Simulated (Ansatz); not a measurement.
Inside the gap of an insulator the Bloch states are evanescent, with a wavenumber k + iκ along the transport direction.

```
BeO
1.0
    2.74817     0.00000     0.00000
   -1.37408     2.37998     0.00000
    0.00000     0.00000     4.46354
Be O
2 2
Direct
  0.33333   0.66667   0.00016
  0.66667   0.33333   0.50016
  0.33333   0.66667   0.37734
  0.66667   0.33333   0.87734
```

Space group of this cell: P6_3mc, wurtzite. The cell is strained (all lengths scaled by 1.02); by r2SCAN its mean pressure is -12.7 GPa.

Transport runs along the normal of the first two printed cell vectors, the (001) plane of the conventional cell.

The gap is the functional's own, uncorrected, and κ follows it; spin-orbit coupling is left out. Mid-gap values are interpolated between the computed energies.

Q: Estimate the band gap and the smallest decay constant κ at mid-gap that r2SCAN in Ansatz (a first-principles code) returns for this system.

A: Gap 7.88 eV on a 12×12×8 mesh; κ = 0.463 1/Å, at the zone centre.
